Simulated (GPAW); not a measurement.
The system is TaN.

```
Ta N
1.0
     0.00000    2.21132    2.21132
     2.21132    0.00000    2.21132
     2.21132    2.21132    0.00000
Ta N
1 1
Direct
  0.50000 0.50000 0.50000
  0.00000 0.00000 0.00000
```

The cell comes from a database or a generator and needn't be the stable form of this composition.

Base run:

```yaml
Program: GPAW 26.7.0
Functional: revPBE
Potentials_or_basis: the program's PAW data sets (release 1.2.1) made for this functional
Cutoff: 800 eV
Basis: pw
k_mesh: 10 × 10 × 10
Occupations: fermi-dirac, width 0.05 eV
Spin: no spin polarisation
```

Its results: pressure 2.5 GPa.

Problem. After a change of settings the same cell gave: pressure 4.0 GPa. Which change was it?
A. functional from revPBE to RPBE
B. functional from revPBE to LDA; band points from 100 to 60
C. functional from revPBE to PBEsol; potentials or basis from the program's PAW data sets (release 1.2.1) made for this functional to PAW data sets generated in the run's folder for this functional

Solution. A.

Runs at the PBE level aren't shown here.
